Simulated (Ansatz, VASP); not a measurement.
One calculation of Sn, two programs

```
Sn
1.0
     3.09015    0.00000    0.00000
     0.00000    3.09015    0.00000
     0.00000    0.00000    3.09015
Sn
1
Direct
  0.00000 0.00000 0.00000
```

Alike in both runs: functional PBE; k mesh 12 × 12 × 12; occupations fermi-dirac, width 0.08 eV; no spin polarisation.

Ansatz relaxed the structure, and its values are those at the end. VASP's run is a single point on that final structure, the one shown.

|  | VASP | Ansatz |
| --- | --- | --- |
| version | VASP 6.6.1 | Ansatz 0.2.0 |
| potentials or method | VASP PAW PBE potentials, release 64 (Sn_d) | PAW with Ansatz's default frozen-core files, scalar-relativistic |
| plane-wave cutoff (eV) | 520 | 420 |
| valence electrons in the cell | 14 | 14 |

|  | VASP | Ansatz | Ansatz less VASP |
| --- | --- | --- | --- |
| pressure (GPa) | 0.0 | 0.0 | -0.01 |
